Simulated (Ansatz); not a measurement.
Input:

GeO₂:
```cif
data_Ge3O6
_chemical_formula_sum 'Ge3 O6'
_space_group_name_H-M_alt 'P 1'
_space_group_IT_number 1
_cell_length_a 4.98968
_cell_length_b 4.98968
_cell_length_c 5.69160
_cell_angle_alpha 90.000
_cell_angle_beta 90.000
_cell_angle_gamma 120.000
loop_
_space_group_symop_operation_xyz
  'x, y, z'
loop_
_atom_site_label
_atom_site_type_symbol
_atom_site_fract_x
_atom_site_fract_y
_atom_site_fract_z
_atom_site_occupancy
Ge1 Ge 0.45112 0.00000 0.33333 1
Ge2 Ge 0.00000 0.45112 0.66667 1
Ge3 Ge 0.54888 0.54888 0.00000 1
O1 O 0.39415 0.30479 0.24570 1
O2 O 0.69521 0.08936 0.57903 1
O3 O 0.91064 0.60585 0.91237 1
O4 O 0.30479 0.39415 0.75430 1
O5 O 0.08936 0.69521 0.42097 1
O6 O 0.60585 0.91064 0.08763 1
```

This is the PBEsol-relaxed structure.

**Question.** All from plane-wave PAW PBEsol (Ansatz code), unless another level is named. Give the formation energy from the elements (no fitted shifts).

**Answer.** -1.62 eV/atom.

**Question.** Predict the gap with spin–orbit coupling.

**Answer.** 3.36 eV.

**Question.** And the electron effective mass?

**Answer.** 0.37, 0.42, 0.42 mₑ (principal values).

**Question.** What about the weight of the valence-edge state by species (Voronoi cells)?

**Answer.** O 97 %, Ge 3 %.

**Question.** And the weight of the conduction-edge state by species (Voronoi cells)?

**Answer.** O 67 %, Ge 33 %.

Space group P3_121. Symmetry was held in the PBEsol relaxation; of distortions, only those at the zone centre were tested. The references are the lowest solids computed at this level, not always the standard phases (solids in place of the gases). Spin–orbit coupling is left out wherever it is not named.

Potentials: the later of the program's two PAW sets.
